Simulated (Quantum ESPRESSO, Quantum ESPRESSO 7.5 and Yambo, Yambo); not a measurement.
## Excitons of BaS (Fm-3m): kernels and approximations

Wanted: excitons and ε₂ of BaS (Fm-3m), with cost.

Calculated with Quantum ESPRESSO 7.5 and Yambo 5.3.0; PBE and many-body steps on it, plane waves.

**1. The structure**

Symmetry: Fm-3m, No. 225, cubic system. Conventional cell: a = 6.388 Å, b = 6.388 Å, c = 6.388 Å, α = 90.00°, β = 90.00°, γ = 90.00°. Nearest to Ba lie 6 S at 3.19 Å. Nearest to S lie 6 Ba at 3.19 Å. Farther neighbours and most contacts between anions are not listed.

The cell and positions come from the Crystallography Open Database and are kept as given unless a step says otherwise. Spin-orbit coupling is left out unless a step names it.

**2. Empty states on the mesh, 4×4×4 mesh, 155 bands**

This step: Quantum ESPRESSO 7.5; DFT, PBE, plane waves, norm-conserving pseudopotentials.

The sums over transitions need many empty states on a uniform mesh; this step solves for them.

Contents of pw.in:

```
&control
  calculation = 'nscf'
  prefix = 'x'
  outdir = 'o'
  pseudo_dir = 'pseudo'
/
&system
  ibrav = 0
  nat = 2
  ntyp = 2
  ecutwfc = 40.0
  nbnd = 155
  force_symmorphic = .true.
/
&electrons
  conv_thr = 1e-9
  electron_maxstep = 80
  diago_full_acc = .true.
  diago_thr_init = 5e-6
/
ATOMIC_SPECIES
  Ba 137.33 Ba.upf
  S 32.06 S.upf
CELL_PARAMETERS angstrom
  0.0000000000 3.1937500000 3.1937500000
  3.1937500000 0.0000000000 3.1937500000
  3.1937500000 3.1937500000 0.0000000000
ATOMIC_POSITIONS crystal
  Ba 0.0000000000 0.0000000000 0.0000000000
  S 0.5000000000 0.5000000000 0.5000000000
K_POINTS automatic
  4 4 4 0 0 0
```

Started as:

```console
$ OMP_NUM_THREADS=1 mpirun -n 4 pw.x -nk 4 -in pw.in > pw.out
```

Log:

```text
Program PWSCF v.7.5 starts

     This program is part of the open-source Quantum ESPRESSO suite
     for quantum simulation of materials; please cite
         "P. Giannozzi et al., J. Phys.:Condens. Matter 21 395502 (2009);
         "P. Giannozzi et al., J. Phys.:Condens. Matter 29 465901 (2017);
         "P. Giannozzi et al., J. Chem. Phys. 152 154105 (2020);
     in publications or presentations arising from this work. More details at

     Atomic positions and unit cell read from directory:
     o/x.save/

     Message from routine setup:
[...]
k =-0.3536-0.3536 0.3536 (  1892 PWs)   bands (ev):

[...]
56.5255  57.4844  58.5334  60.2248  60.2248  60.2865  60.2865  61.8529
     [... 8 further rows ...]
    92.6197  92.6197  93.9258  93.9258  94.0687  94.0687  95.5642  95.5961
    95.7133  96.3035  96.7536

          k = 0.3536 0.0000 0.0000 (  1876 PWs)   bands (ev):

     [... further k-points ...]

     highest occupied, lowest unoccupied level (ev):     5.8941    8.0404

     XML data file, pseudopotentials, collected wavefunctions

=------------------------------------------------------------------------------=
   JOB DONE.
=------------------------------------------------------------------------------=
```

Run time: 6.9 s. Hardware: 4 MPI ranks of Arm Neoverse V1, shared host; peak memory 0.28 GiB; 27 s of CPU time.

Numbers from this step:

| Property | Result |
| --- | --- |
| gap | 2.146 eV |
| k of the valence top | 0, 0, 0 |
| k of the conduction bottom | 0, -0.5, -0.5 |
| least direct gap | 2.272 eV |
| k points computed | 8 |
| lowest point of the top converged band, above the valence top | 89.8133 eV |

On this mesh the gap is 2.146 eV.

The density comes from a self-consistent run that is not shown.

**3. Conversion and set-up**

This step: Yambo 5.3.0; conversion and set-up on PBE, plane waves, norm-conserving pseudopotentials.

The states are converted to the many-body program's format and the q mesh is built.

Started as:

```console
$ (cd o/x.save; p2y > p2y.log; mv SAVE ../..); yambo > setup.log
```

Log:

```text
 Yambo, version 5.3.0

 [02] CORE Variables Setup
 =========================

  [02.01] Unit cells
  ==================

  Cell kind             :  FCC
  Atoms in the cell     :  Ba  S
  number of Ba atoms    :  1
  number of S  atoms    :  1

  List of atomic masses
  Mass of Ba    :  137.3300
  Mass of S     :  32.06000

  List of atomic coordinates    : [cc]
  Ba1       :  0.000000  0.000000  0.000000  order 1
  S1       :  6.035313  6.035313  6.035313  order 2

  Alat factors          :  6.035313  6.035313  6.035313 [a.u.]
  Direct lattice volume :  439.6725 [a.u.]
[...]
==========================================

 IBZ Q-points                                      :   8
 BZ  Q-points                                      :   64

 K/Q-points units:
 rlu = crystal or reduced units; cc = cartesian coordinates; iku = interal k-units

 Q [1]          [rlu]:  0.000000  0.000000  0.000000
 Q [2]          [rlu]:  0.74313E-17  0.74313E-17  0.25000
 Q [3]          [rlu]: -0.14863E-16 -0.14863E-16 -0.50000
[...]
Q [7]          [rlu]: -0.14898E-16 -0.50000     -0.50000
 Q [8]          [rlu]:  0.250000 -0.500000 -0.250000

  [03.01] X indexes
  =================

   [03.01.01] Sigma indexes
   ========================

 [06] Game Over & Game summary
```

Elapsed: 2.1 s, on 1 MPI rank; peak memory 0.24 GiB.

**4. Screening and self-energy, 4×4×4 mesh, 155 bands, screening to 163.3 eV**

G0W0 replaces the xc potential by the self-energy, built once from these orbitals. Only a window of levels is corrected, while the sums run over the empty bands that the input names.

This step: G0W0 on PBE, plane waves, norm-conserving pseudopotentials.

Contents of gw1.in:

```
HF_and_locXC
gw0
dyson
ppa
em1d
rim_cut
RandQpts= 1000000
RandGvec= 1 RL
EXXRLvcs= 40 Ry
VXCRLvcs= 160 Ry
Chimod= "HARTREE"
% BndsRnXp
 1 | 155 |
%
NGsBlkXp= 12 Ry
% LongDrXp
 1 | 1 | 1 |
%
% GbndRnge
 1 | 155 |
%
DysSolver= "n"
ExtendOut
PPAPntXp= 27.21138 eV
% QPkrange
 1 | 1 | 7 | 10 |
 7 | 7 | 7 | 10 |
%
```

Started as:

```console
$ OMP_NUM_THREADS=1 mpirun -n 4 yambo -F gw1.in -J gw1 -C gw1 > gw1.log
```

Log:

```text
 Yambo, version 5.3.0

 [02] CORE Variables Setup
 =========================

  [... cell, symmetries and grids as in the set-up ...]

  [02.05] Energies & Occupations
  ==============================

  [X] === General ===
  [X] Electronic Temperature                        :  0.000000  0.000000 [eV K]
  [X] Bosonic    Temperature                        :  0.000000  0.000000 [eV K]
  [X] Finite Temperature mode                       : no
  [X] El. density                                   :  0.24558E+24 [cm-3]
[...]
QP @ state[ 1 ] b range                          :   7  10
   QP @ state[ 2 ] K range                          :   7   7
   QP @ state[ 2 ] b range                          :   7  10
   GF energies kind                                 : Perdew, Burke & Ernzerhof(X)+Perdew, Burke & Ernzerhof(C)
   GF WF`s kind                                     : Perdew, Burke & Ernzerhof(X)+Perdew, Burke & Ernzerhof(C)
   Xs energies kind                                 : Perdew, Burke & Ernzerhof(X)+Perdew, Burke & Ernzerhof(C)
   Xs WF`s kind                                     : Perdew, Burke & Ernzerhof(X)+Perdew, Burke & Ernzerhof(C)

 [11] Game Over & Game summary
```

Run time: 1.9 min. Hardware: 4 MPI ranks; peak memory 1.4 GiB; 7.7 min of CPU time.

This step gave:

- G0W0 gap on the points computed: 3.560 eV
- starting gap on the mesh: 2.146 eV
- k of the valence top: 0, 0, 0
- k of the conduction bottom: 0, -0.5, -0.5
- least direct G0W0 gap on the computed points: 3.705 eV

The gap on the mesh goes from 2.15 eV to 3.56 eV, a correction of +1.41 eV.

The gap opens by 1.414 eV; the next steps shift the empty bands rigidly by 1.433 eV, the correction at the start's least direct gap.

**5. Empty states on the mesh, 4×4×4 mesh, 23 bands**

This step: Quantum ESPRESSO 7.5; DFT, PBE, plane waves, norm-conserving pseudopotentials.

pw.in, as its differences from that of step 2:

```diff
@@ -11,3 +11,3 @@
   ecutwfc = 40.0
-  nbnd = 155
+  nbnd = 23
   force_symmorphic = .true.
```

Started as:

```console
$ OMP_NUM_THREADS=1 mpirun -n 4 pw.x -nk 4 -in pw.in > pw.out
```

Log:

```text
[banner, memory and clock lines left out]
Program PWSCF v.7.5 starts

     Atomic positions and unit cell read from directory:
     o/x.save/

     Message from routine setup:
     using ibrav=0 with symmetry is DISCOURAGED, use correct ibrav instead

     G-vector sticks info

     bravais-lattice index     =            0
     lattice parameter (alat)  =       8.5352  a.u.
     unit-cell volume          =     439.6725 (a.u.)^3
     number of atoms/cell      =            2
     number of atomic types    =            2
     number of electrons       =        16.00
[...]
10.0143  10.6756  10.6756  11.3043  12.2966  12.2966  16.3395  17.8477
    17.8840  17.8840  20.7901  20.7901  22.6354  23.6990  23.6990

          k =-0.3536-0.3536 0.3536 (  1892 PWs)   bands (ev):

   -20.1158  -6.3410  -5.2395  -5.2395  -3.2020   3.9898   4.8362   4.8362
    11.4705  11.5672  12.2409  12.2409  14.7263  14.7263  14.8679  14.8679
    16.6437  18.0151  18.0151  18.7196  21.9237  22.4587  25.4670

          k = 0.3536 0.0000 0.0000 (  1876 PWs)   bands (ev):

     [... further k-points ...]

     highest occupied, lowest unoccupied level (ev):     5.8941    8.0404

     XML data file, pseudopotentials, collected wavefunctions
```

Wall time 1.5 s (4 MPI ranks); peak memory 0.05 GiB; 5.7 s of CPU time.

Numbers from this step:

```yaml
gap: 2.146 eV
k_of_the_valence_top: 0, 0, 0
k_of_the_conduction_bottom: 0, -0.5, -0.5
least_direct_gap: 2.272 eV
k_points_computed: 8
lowest_point_of_the_top_converged_band_above_the_valence_top: 16.21 eV
```

On this mesh the gap is 2.146 eV.

**6. Conversion and set-up**

This step: Yambo 5.3.0; conversion and set-up on PBE, plane waves, norm-conserving pseudopotentials.

Started as:

```console
$ (cd o/x.save; p2y > p2y.log; mv SAVE ../..); yambo > setup.log
```

Log:

```text
 Yambo, version 5.3.0

 [02] CORE Variables Setup
 =========================

  [02.01] Unit cells
  ==================

  Cell kind             :  FCC
  Atoms in the cell     :  Ba  S
  number of Ba atoms    :  1
  number of S  atoms    :  1

  List of atomic masses
  Mass of Ba    :  137.3300
  Mass of S     :  32.06000

  List of atomic coordinates    : [cc]
  Ba1       :  0.000000  0.000000  0.000000  order 1
  S1       :  6.035313  6.035313  6.035313  order 2

  Alat factors          :  6.035313  6.035313  6.035313 [a.u.]
  Direct lattice volume :  439.6725 [a.u.]
[...]
==========================================

 IBZ Q-points                                      :   8
 BZ  Q-points                                      :   64

 K/Q-points units:
 rlu = crystal or reduced units; cc = cartesian coordinates; iku = interal k-units

 Q [1]          [rlu]:  0.000000  0.000000  0.000000
 Q [2]          [rlu]:  0.74313E-17  0.74313E-17  0.25000
 Q [3]          [rlu]: -0.14863E-16 -0.14863E-16 -0.50000
[...]
Q [7]          [rlu]: -0.14898E-16 -0.50000     -0.50000
 Q [8]          [rlu]:  0.250000 -0.500000 -0.250000

  [03.01] X indexes
  =================

   [03.01.01] Sigma indexes
   ========================

 [06] Game Over & Game summary
```

The job ended after 2 s (1 MPI rank; peak memory 0.24 GiB).

[end of part 1 of 4]

[Paths, hosts, dates, memory and timing lines, banners, echoed tables and standing remarks are left out of the program output.]

[Logs are printed without paths, hosts, clocks, repeated set-up lines and the standing remarks that a program may print on its own settings, such as how far it seeks lower states.]

[Runs of the session that timed out or met a known fault of the program may be left out.]

[Hosts, paths, dates, database ids (printed as entryN), source tags and the programs' standing remarks are cut or masked in the printed files.]
